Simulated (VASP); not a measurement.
# AlN: single point with LDA

The system is AlN.

```
CELL_PARAMETERS angstrom
0.00000 2.00552 2.00552
2.00552 0.00000 2.00552
2.00552 2.00552 0.00000
ATOMIC_POSITIONS crystal
Al 0.50000 0.50000 0.50000
N 0.00000 0.00000 0.00000
```

Measurements of this composition are mostly on another form, of space group No. 186.

- Program: VASP 6.6.1
- Task: single point
- Functional: LDA
- Potentials or basis: VASP PAW LDA potentials, release 64 (Al, N)
- Cutoff: 520 eV
- k mesh: 10 × 10 × 10
- Occupations: gaussian, width 0.02 eV
- Spin: no spin polarisation

The pressure is 0.8 GPa and the band gap on the k mesh is 4.70 eV, indirect (least direct gap 6.12 eV).

Levels at points of the mesh, in eV from the valence-band top:
```csv
k point,band 1,band 2,band 3,band 4,band 5,band 6,band 7,band 8,band 9
"(0.00, 0.00, 0.00)",-17.63,0.00,0.00,0.00,6.12,12.10,12.10,12.10,17.39
"(0.50, 0.00, 0.00)",-14.19,-8.50,-1.13,-1.13,6.28,11.00,11.00,13.48,16.14
"(0.50, 0.50, 0.00)",-13.14,-7.58,-2.88,-2.88,4.70,5.15,14.19,17.37,17.37
```

Run time: 5.1 s on 1 thread of Intel(R) Xeon(R) Platinum 8559C (Emerald Rapids), with other jobs on the host, peak memory 0.12 GiB.

A k mesh can miss the band edges. LDA gaps usually lie below the measured ones, often by a third to a half.
